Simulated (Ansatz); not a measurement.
A 3-atom cell of Li2Se started from a crystallographic database (r2SCAN geometry), in Ansatz:

```
Li Se
1.0
     0.00000    2.99346    2.99346
     2.99346    0.00000    2.99346
     2.99346    2.99346    0.00000
Li Se
2 1
Cartesian
  1.4967 1.4967 1.4967
  4.4902 4.4902 4.4902
  0.0000 0.0000 0.0000
```

G0W0@PBE with 294 empty bands, a screening cutoff of 180 eV and a 6×6×6 mesh (PAW, contour deformation) gives 4.498 eV over the mesh points, from a PBE gap of 2.974 eV; it sums over 305 bands with 283 plane waves in the screening and a wave cutoff of 420 eV. The G0W0 figures hold for the stated bands, cutoff and mesh and aren't extrapolated. No spin polarisation and no zero-point or thermal motion.

(1) Estimate the gap with frequency model Godby-Needs pole.

(2) Estimate the gap with empty bands 570, screening cutoff 260 eV.

(3) Estimate the gap with mesh 8×8×8, empty bands 87, screening cutoff 80 eV.

## Answers

(1) 4.444 eV (-0.054 eV), from a Kohn-Sham gap of 2.974 eV.

(2) 4.558 eV (+0.060 eV), from a Kohn-Sham gap of 2.974 eV.

(3) 4.250 eV (-0.248 eV), from a Kohn-Sham gap of 2.974 eV.

Spin-orbit coupling is left out.
